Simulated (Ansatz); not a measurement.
Space group Imma (No. 74). a = 3.413 Å, b = 4.848 Å, c = 3.440 Å, α = 90.00°, β = 90.00°, γ = 90.00°
```csv
atom,site,symmetry,x,y,z
P,4e,mm2,0.5000,0.2500,0.5244
```

Equation of state of this P structure (not necessarily the ground state), with shape and atoms relaxed at each volume where symmetry leaves them free. It has no gap at any of these volumes. These are results of Ansatz 0.2.0, DFT PBE+D3(BJ), scalar-relativistic, plane waves, PAW, not measurements.

Plane waves to 420 eV, a k mesh through Γ of 18×18×18 on the computed 2-atom cell and Gaussian smearing (0.10 eV); no spin polarisation.

```json
{"V (Å³/atom)": "12.526", "E − E(largest V) (meV/atom)": "66.46", "P (GPa)": "17.81"}
{"V (Å³/atom)": "12.953", "E − E(largest V) (meV/atom)": "27.88", "P (GPa)": "11.41"}
{"V (Å³/atom)": "13.380", "E − E(largest V) (meV/atom)": "4.00", "P (GPa)": "6.66"}
{"V (Å³/atom)": "13.807", "E − E(largest V) (meV/atom)": "-8.38", "P (GPa)": "2.80"}
{"V (Å³/atom)": "14.234", "E − E(largest V) (meV/atom)": "-11.74", "P (GPa)": "0.02"}
{"V (Å³/atom)": "14.661", "E − E(largest V) (meV/atom)": "-10.76", "P (GPa)": "-0.61"}
{"V (Å³/atom)": "15.088", "E − E(largest V) (meV/atom)": "-8.53", "P (GPa)": "-1.38"}
{"V (Å³/atom)": "15.657", "E − E(largest V) (meV/atom)": "0.00", "P (GPa)": "-3.44"}
```

Q: Does one Birch–Murnaghan curve describe these points?

A: Not well: the fit leaves 0.51 meV/atom rms, which suggests a change of structure or state along the series.

This form isn't the element's structure at ambient conditions.